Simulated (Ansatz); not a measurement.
Input and command of a calculation in Ansatz (plane waves; scalar-relativistic PAW potentials unless the input names others):

```yaml
crystal:
  lattice:
    - [2.4588140226, 0.0, 0.0]
    - [-1.2294070113, 8.7848638378, 0.0]
    - [0.0, 0.0, 25.8863084286]
  atoms:
    - { symbol: C, position: [0.039169795, 0.0783395899, 0.3283589092] }
    - { symbol: C, position: [0.5489622436, 0.0979244873, 0.3549610354] }
    - { symbol: C, position: [0.5685471411, 0.1370942823, 0.4081652878] }
    - { symbol: C, position: [0.0783395899, 0.1566791797, 0.4347674139] }
    - { symbol: C, position: [0.0983391528, 0.1966795219, 0.4884477367] }
    - { symbol: C, position: [0.6080958882, 0.2161929013, 0.5144630978] }
    - { symbol: C, position: [0.6288531168, 0.2577114228, 0.5695621573] }
    - { symbol: C, position: [0.1376152981, 0.275236241, 0.5927073799] }
    - { symbol: C, position: [0.3042819647, 0.775236241, 0.5556221384] }
basis:
  ecutwfc: 420
kpoints:
  mp_grid: { grid: [1, 1, 1] }
hamiltonian:
  xc: pbesol
scf:
  occupations: { method: gaussian, width: 0.1 }
  max_iter: 75
output:
  forces: true
  eigenvalues: true
relax:
  adjacent_minimum: "off"
  f_tol: 0.02
  max_steps: 25
  constraints: [{ sites: [0, 1, 2, 3, 4, 5, 6, 7] }, { site: 8, fix: xy }]
efield:
  axis: 3
  dipole_correction: true
  ramp_width: 0.04
```

```bash
ansatz run input.yaml --threads 2 --pin off --max-ram 5120MiB --backend cpu --events-out ev --progress --plain --runs-dir out
```

Abridged log:
```
The last accepted step is kept in <dir> (removed where the run ends without a failure and the disk answers)
Pseudopotentials: kind: paw
Pseudopotential: C, paw, valence charge 4, recommended cutoff 420 eV (normal)
Functional definition: PBEsol
Crystal: 9 atoms, lattice volume = 559.153 Å³
Basis set: ecut = 420 eV, 10839 PW (Γ), exchange–correlation on 36×120×360 points (8 copies of the dense FFT grid, shifted against one another)
Bands: 27, of which v1, the nominal top of the filled ones, is band 18 counted from 1 (17 counted from 0)
Symmetry: 1 space group operations
Space group: P1 (ITA 1), of the structure as read, at distance tolerance 8.2e-5 Å
k-points: 1
Initial density: superposition of atomic densities (neutral atoms: chi_scale 0, normalization atom), corrected by the library's trained network
Initial wavefunctions: pseudopotential atomic-orbital guess
Functional: x = pbesol(κ = 0.804, μ = 0.12345679), c = pbesol(β = 0.046)
SCF iter   1: F=—  HF=-2205.941873 eV  |F-HF|=—  |Δ(HF+E_count)|=         —  Δρ=4.84e-2  dr2=4.51e1  ethr=1.77e-3  p=0.026 e·Å  D=8.27e-3 V/Å  ΔV_dip=-0.21 eV  dr2_dipole=4.18e0  V_vac-E_F(+/−)=6.76/6.97 eV  ⟨swp⟩=11.0  Hψ=170  notcnv=0  defer=2
efield: sawtooth ramp at fractional position 0.9405 (placed from the atoms, in the widest stretch of the axis that holds none; the zero of the levels goes with the place), width 0.0400; the density the first Hamiltonian is built on has a dipole p = 0.026 e·Å; the dipole correction subtracts the counter field D = 8.27e-3 V/Å, which shifts the + side's vacuum level by -0.21 eV against the − side's; the planar-averaged density in the ramp window peaks in size at 4.8e-6 e/Å³
SCF iter   2: F=—  HF=-2280.743747 eV  |F-HF|=—  |Δ(HF+E_count)|=    7.48e1  Δρ=9.67e-2  dr2=9.23e2  ethr=1.77e-3  p=-1.977 e·Å  D=-6.40e-1 V/Å  ΔV_dip=16.56 eV  dr2_dipole=6.01e2  V_vac-E_F(+/−)=15.54/-1.02 eV  ⟨swp⟩=21.0  Hψ=314  notcnv=0  defer=3  recentre
SCF iter   3: F=—  HF=-2206.687351 eV  |F-HF|=—  |Δ(HF+E_count)|=    7.41e1  Δρ=3.78e-2  dr2=2.78e1  ethr=1.77e-3  p=0.447 e·Å  D=1.45e-1 V/Å  ΔV_dip=-3.74 eV  dr2_dipole=1.22e-2  V_vac-E_F(+/−)=5.10/8.84 eV  ⟨swp⟩=9.0  Hψ=177  notcnv=0  defer=4
SCF iter   4: F=—  HF=-2205.448591 eV  |F-HF|=—  |Δ(HF+E_count)|=    1.24e0  Δρ=4.54e-2  dr2=5.68e1  ethr=1.77e-3  p=0.310 e·Å  D=1.00e-1 V/Å  ΔV_dip=-2.60 eV  dr2_dipole=3.27e0  V_vac-E_F(+/−)=6.16/8.75 eV  ⟨swp⟩=9.0  Hψ=106  notcnv=0  defer=2
SCF iter   5: F=—  HF=-2204.946243 eV  |F-HF|=—  |Δ(HF+E_count)|=   5.02e-1  Δρ=3.10e-2  dr2=2.35e1  ethr=1.77e-3  p=-0.043 e·Å  D=-1.38e-2 V/Å  ΔV_dip=0.36 eV  dr2_dipole=6.10e0  V_vac-E_F(+/−)=6.29/5.93 eV  ⟨swp⟩=7.0  Hψ=63  notcnv=0  defer=2
SCF iter   6: F=—  HF=-2205.097393 eV  |F-HF|=—  |Δ(HF+E_count)|=   1.51e-1  Δρ=2.57e-2  dr2=9.88e0  ethr=1.77e-3  p=-0.185 e·Å  D=-5.99e-2 V/Å  ΔV_dip=1.55 eV  dr2_dipole=6.16e-1  V_vac-E_F(+/−)=7.44/5.89 eV  ⟨swp⟩=11.0  Hψ=140  notcnv=0  defer=1
SCF iter   7: F=—  HF=-2205.884020 eV  |F-HF|=—  |Δ(HF+E_count)|=   7.87e-1  Δρ=4.12e-2  dr2=4.30e1  ethr=1.77e-3  p=-0.405 e·Å  D=-1.31e-1 V/Å  ΔV_dip=3.39 eV  dr2_dipole=2.45e0  V_vac-E_F(+/−)=7.91/4.52 eV  ⟨swp⟩=3.0  Hψ=45  notcnv=0  defer=3  recentre
SCF iter   8: F=—  HF=-2204.937760 eV  |F-HF|=—  |Δ(HF+E_count)|=   9.46e-1  Δρ=2.13e-2  dr2=1.48e1  ethr=1.77e-3  p=-0.200 e·Å  D=-6.48e-2 V/Å  ΔV_dip=1.68 eV  dr2_dipole=4.48e0  V_vac-E_F(+/−)=7.41/5.73 eV  ⟨swp⟩=2.0  Hψ=67  notcnv=0  defer=3
   ...
SCF iter   7: F=—  HF=-2204.226803 eV  |F-HF|=—  |Δ(HF+E_count)|=   1.06e-5  Δρ=2.58e-4  dr2=3.66e-4  ethr=2.05e-6  p=0.038 e·Å  D=1.23e-2 V/Å  ΔV_dip=-0.32 eV  dr2_dipole=1.39e-6  V_vac-E_F(+/−)=6.55/6.87 eV  ⟨swp⟩=1.0  Hψ=26  notcnv=0  defer=1
SCF iter   8: F=—  HF=-2204.226809 eV  |F-HF|=—  |Δ(HF+E_count)|=   5.85e-6  Δρ=1.11e-4  dr2=6.43e-5  ethr=1.02e-6  p=0.038 e·Å  D=1.25e-2 V/Å  ΔV_dip=-0.32 eV  dr2_dipole=2.78e-6  V_vac-E_F(+/−)=6.55/6.87 eV  ⟨swp⟩=1.0  Hψ=26  notcnv=0  defer=1
SCF iter   9: F=—  HF=-2204.226798 eV  |F-HF|=—  |Δ(HF+E_count)|=   1.02e-5  Δρ=8.14e-5  dr2=3.35e-5  ethr=1.79e-7  p=0.039 e·Å  D=1.25e-2 V/Å  ΔV_dip=-0.32 eV  dr2_dipole=1.20e-6  V_vac-E_F(+/−)=6.54/6.87 eV  ⟨swp⟩=1.0  Hψ=27  notcnv=0  defer=1
SCF iter  10: F=—  HF=-2204.226801 eV  |F-HF|=—  |Δ(HF+E_count)|=   2.75e-6  Δρ=2.92e-5  dr2=7.78e-6  ethr=9.32e-8  p=0.039 e·Å  D=1.26e-2 V/Å  ΔV_dip=-0.33 eV  dr2_dipole=1.68e-7  V_vac-E_F(+/−)=6.54/6.87 eV  ⟨swp⟩=2.0  Hψ=29  notcnv=0  defer=1
SCF iter  11: F=—  HF=-2204.226801 eV  |F-HF|=—  |Δ(HF+E_count)|=   5.73e-8  Δρ=2.09e-5  dr2=3.47e-6  ethr=2.16e-8  p=0.039 e·Å  D=1.26e-2 V/Å  ΔV_dip=-0.33 eV  dr2_dipole=4.17e-7  V_vac-E_F(+/−)=6.54/6.87 eV  ⟨swp⟩=2.0  Hψ=35  notcnv=0  defer=1
SCF iter  12: F=—  HF=-2204.226802 eV  |F-HF|=—  |Δ(HF+E_count)|=   2.37e-7  Δρ=6.91e-6  dr2=2.90e-7  ethr=9.63e-9  p=0.039 e·Å  D=1.26e-2 V/Å  ΔV_dip=-0.33 eV  dr2_dipole=1.06e-8  V_vac-E_F(+/−)=6.54/6.87 eV  ⟨swp⟩=2.0  Hψ=41  notcnv=0  defer=1
SCF iter  13: F=—  HF=-2204.226802 eV  |F-HF|=—  |Δ(HF+E_count)|=   6.33e-7  Δρ=4.87e-6  dr2=1.35e-7  ethr=2.78e-10  p=0.039 e·Å  D=1.26e-2 V/Å  ΔV_dip=-0.33 eV  dr2_dipole=1.01e-10  V_vac-E_F(+/−)=6.54/6.87 eV  ⟨swp⟩=16.0  Hψ=124  notcnv=0
SCF iter  14: F=-2204.226802 eV  HF=-2204.226802 eV  |F-HF|=1.07e-7  |Δ(HF+E_count)|=   2.03e-7  Δρ=2.33e-6  dr2=6.38e-8  ethr=2.78e-10  p=0.039 e·Å  D=1.26e-2 V/Å  ΔV_dip=-0.33 eV  dr2_dipole=4.84e-9  V_vac-E_F(+/−)=6.54/6.87 eV  ⟨swp⟩=9.0  Hψ=105  notcnv=0
SCF 10 converged in 14 iterations: F = -2204.226802 eV  dr2 = 6.38e-8
relax step  10: F+E_penalty+E_count = -2204.22680246 eV  Δ(F+E_penalty+E_count) = -1.381e-3 eV  max|allowed force component| = 4.526e-3 eV/Å  Δτ_max = 0.1950 Å  (14 SCF iters, accepted)
SCF converged after 14 iterations
Free energy (F): -2204.226802 eV
Harris-Foulkes:  -2204.226802 eV  (|F-HF|=1.07e-7)
Internal energy: -2204.093464 eV  (E = F + TS)
E sigma→0 (E₀):  -2204.160133 eV
Entropy (-TS):   -0.133339 eV (-14.815 meV/atom)
Fermi energy:    -4.787357 eV
Dipole field:    D = 0.012622 V/Å  (p = 0.039004 e·Å, saw-weighted, corrected)
Work function:   Φ+ = 6.5418 eV   Φ− = 6.8685 eV
Levels:          The Fermi level and band energies are counted from a zero that moves with the ramp; work functions are not
--- Forces (eV/Å), atoms counted from 1 ---
  atom   1  C     -0.00002037     1.80138474     7.24732931
  atom   2  C      0.00006714    -3.19801121   -12.79811901
  atom   3  C     -0.00009142     2.19871198     8.82034875
  atom   4  C      0.00000006    -1.94650743    -7.73186676
  atom   5  C     -0.00005880     1.93522752     7.70066380
  atom   6  C      0.00001254    -2.05507283    -8.07014570
  atom   7  C     -0.00001603     2.80620052    10.91494778
  atom   8  C      0.00001742    -1.56942964    -6.07875847
  atom   9  C      0.00008904     0.02746785    -0.00452575
--- Relaxed structure (10 steps of the walk, 10 accepted, 0 SCFs on fresh bases) ---
  F+E_penalty+E_count = -2204.22680246 eV   max|allowed force component| = 4.526e-3 eV/Å
  atoms:
    - { symbol: C, position: [0.03916979, 0.07833958, 0.32835890] }
    - { symbol: C, position: [0.54896224, 0.09792448, 0.35496103] }
    - { symbol: C, position: [0.56854714, 0.13709428, 0.40816528] }
    - { symbol: C, position: [0.07833958, 0.15667917, 0.43476741] }
    - { symbol: C, position: [0.09833915, 0.19667952, 0.48844773] }
    - { symbol: C, position: [0.6080958882, 0.21619290, 0.51446309] }
    - { symbol: C, position: [0.6288531168, 0.25771142, 0.56956215] }
    - { symbol: C, position: [0.1376152981, 0.275236241, 0.59270737] }
    - { symbol: C, position: [0.30428196, 0.77523624, 0.48782568] }
```

**Question.** What is wrong with this input?

**Answer.** The fault is one k-point for a small cell (kpoints.mp_grid.grid: [12, 4, 1] → [1, 1, 1], the first being the value of the sound run). Setting it back cures it. The run converged all the same, with an energy at zero smearing 201 meV/atom above the reference's, largest force 13.192 eV/Å, no gap on the mesh, so convergence alone doesn't show that an input is right. A reference run from the same start on usual settings converged, and the end of its own relaxation has largest force 3.152 eV/Å (on an atom or along a direction that it held fixed), no gap on the mesh.

It took 40 s on 2 threads of Intel(R) Xeon(R) Processor @ 2.50GHz (Skylake/Cascade Lake), on a shared host, peak memory 0.47 GiB.